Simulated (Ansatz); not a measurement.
# FeS2 (Marcasite): the cost of one run

Computed with Ansatz 0.2.0 (DFT PBE+U (U_eff = 4 eV on Fe 3d), scalar-relativistic, plane waves, PAW, unless a step's input says otherwise).

The COD entry's cell or inner coordinates are ideal or old and differ from later refinements, so a difference from it is no clean test against experiment.

### 1 The system as given

The structure is orthorhombic, space group Pnnm (No. 58). Conventional cell: a = 4.492 Å, b = 5.521 Å, c = 3.476 Å, α = 90.00°, β = 90.00°, γ = 90.00°. Fe (site symmetry 2/m) is surrounded by 6 S at 2.29 to 2.31 Å. S (site symmetry m) is surrounded by 1 S at 2.14 Å and 3 Fe at 2.29 to 2.31 Å.

As a file:

```cif
data_structure
_symmetry_space_group_name_H-M 'Pnnm'
_symmetry_Int_Tables_number 58
_cell_length_a 4.4922
_cell_length_b 5.5207
_cell_length_c 3.4762
_cell_angle_alpha 90.000
_cell_angle_beta 90.000
_cell_angle_gamma 90.000
_cell_volume 86.21
loop_
_atom_site_label
_atom_site_type_symbol
_atom_site_symmetry_multiplicity
_atom_site_Wyckoff_symbol
_atom_site_fract_x
_atom_site_fract_y
_atom_site_fract_z
_atom_site_occupancy
Fe1 Fe 2 a 0.00000 0.00000 0.00000 1
S1 S 4 g 0.19107 0.38473 0.00000 1
```

This cell comes from an earlier session at PBE+U (U_eff = 4 eV on Fe 3d): 14.368 Å³/atom at 0.01 GPa, on a 4×4×4 mesh.

### 2 Coarse mesh, to find the state of the open shells

Contents of input.yaml:

```yaml
crystal:
  lattice:
    - [4.4922166138, 0.0, 0.0]
    - [0.0, 5.5207443947, 0.0]
    - [0.0, 0.0, 3.4761952623]
  atoms:
    - { symbol: Fe, position: [0.0, 0.0, 0.0], spin: 4.0 }
    - { symbol: Fe, position: [0.5, 0.5, 0.5], spin: -4.0 }
    - { symbol: S, position: [0.1910726203, 0.3847253337, 0.0] }
    - { symbol: S, position: [0.3089273797, 0.8847253337, 0.5] }
    - { symbol: S, position: [0.8089273797, 0.6152746663, 0.0] }
    - { symbol: S, position: [0.6910726203, 0.1152746663, 0.5] }
basis:
  ecutwfc: 300
  ecutrho_ratio: 4
kpoints:
  mp_grid: { grid: [3, 3, 4] }
hamiltonian:
  xc: pbe
  hubbard: { sites: [{ species: Fe, l: d, u_eff: 4.0 }] }
scf:
  occupations: { method: gaussian, width: 0.05 }
output:
  forces: true
  stress: true
  eigenvalues: true
  populations: true
  hubbard: { sites: [{ species: Fe, l: d }] }
magnetization:
  spin_polarized: true
```

Command:

```console
$ ansatz run input.yaml --threads 2 --pin off --max-ram 5120MiB --backend cpu --events-out ev --progress --plain --runs-dir out
```

**Question.** How long does this run take on 2 threads of Arm Neoverse V1, shared host, and how much memory does it need?

About 19 s, with a peak of 0.49 GiB.
